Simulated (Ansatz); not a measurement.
## Sc2Al: how the energy converges with the cutoff

Sc2Al, P6_3/mmc, a = 4.893 Å, c = 6.161 Å. The structure is a Materials Project entry; whether it is the stable form wasn't checked. Ansatz: r2SCAN, PAW, cutoff varied, Γ-centred 12×12×6 mesh on 6 atoms, Gaussian smearing 0.10 eV; no spin polarisation. Single points at one geometry, the cutoff alone changed; ΔE is the energy at zero smearing over the run at 850 eV. The runs up to 460 eV lie under the cutoff recommended for these PAW datasets.

```tsv
cutoff (eV)	ΔE (meV/atom)
150	9445.77
200	1656.01
250	256.53
300	38.95
350	11.11
380	8.04
460	?
500	2.67
520	2.18
600	1.06
700	0.55
```

Question: Assume ΔE falls exponentially with the cutoff, fit y = ln ΔE against x, the cutoff in eV, to the other rows, and predict the missing value.

Answer: y = 9.153, 7.412, 5.547, 3.662, 2.408, 2.084, 0.982, 0.779, 0.058, -0.598. Means x = 395.0, y = 3.1487; Σ(Δx)² = 292050, ΣΔxΔy = -4950; the slope is their ratio. y = 9.843 − 0.01695 x, a factor of ten per 136 eV. At 460 eV this gives ΔE = 7.74 meV/atom. The run gave 4.02, a ratio of 1.93. Between neighbouring rows the decay runs from a factor of ten per 61 eV to one per 351 eV, so one exponential is only a rough guide. The fast fall gives way to a slow tail.